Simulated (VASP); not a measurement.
Here is a VASP 6.6.1 calculation.

Contents of INCAR:

```
SYSTEM = Bi
PREC = Accurate
ENCUT = 520
EDIFF = 1E-7
ISMEAR = 0
SIGMA = 0.1
LREAL = .FALSE.
LASPH = .TRUE.
NELM = 100
ALGO = Normal
ISIF = 2
LWAVE = .FALSE.
LCHARG = .FALSE.
GGA = PS
NBANDS = 38
```

File KPOINTS:

```
Automatic mesh
0
G
  6 6 4
  0 0 0
```

File POSCAR:

```
Bi
1.0
    4.6066306292      0.0000000000      0.0000000000
   -2.3033153146      3.9894591508      0.0000000000
    0.0000000000      0.0000000000      7.6009405382
Bi
4
Direct
    0.3333333333      0.6666666667      0.4375000000
    0.6666666667      0.3333333333      0.9375000000
    0.6666666667      0.3333333333      0.5625000000
    0.3333333333      0.6666666667      0.0625000000
```

Potentials or basis: VASP PAW PBE potentials, release 64 (Bi_d).

Command:

```sh
$ cat potpaw_PBE.64/Bi_d/POTCAR > POTCAR
$ mpirun -np 1 vasp_std > vasp.out
```

(1) Predict the pressure.

(2) What does it give for the largest force?

Results:

(1) 16.5 GPa.

(2) 0.313 eV/Å.

Caveat: so large a pressure means that the cell lies far from this level's equilibrium, or that cutoff or potentials fall short; the potentials were made for another functional, which shifts forces and pressure.
